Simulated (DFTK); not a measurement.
The system is CaO.

```
Ca O
1.0
     0.00000    2.40356    2.40356
     2.40356    0.00000    2.40356
     2.40356    2.40356    0.00000
Ca O
1 1
Cartesian
  0.0000 0.0000 0.0000
  2.4036 2.4036 2.4036
```

The cell is a database's computed one.

Base run:

* Program: DFTK 0.8.2
* Functional: PBE
* Potentials or basis: dojo.nc.sr.pbe.v0_4_1.standard.upf (PBE)
* Cutoff: 1143 eV
* k mesh: 10 × 10 × 10
* Occupations: fermi-dirac, width 0.05 eV
* Spin: no spin polarisation

Its results: band gap on the k mesh 3.66 eV, indirect (least direct gap 4.03 eV); pressure 1.3 GPa.

Q: The run is repeated on the same cell with these changes: functional from PBE to PBEsol; potentials or basis from dojo.nc.sr.pbe.v0_4_1.standard.upf (PBE) to dojo.nc.sr.pbesol.v0_4_1.standard.upf (PBEsol). What comes out?

A: Band gap on the k mesh 3.56 eV, indirect (least direct gap 3.94 eV); pressure -3.0 GPa.

A k mesh can miss the band edges.

Not every run made on this cell is shown here.
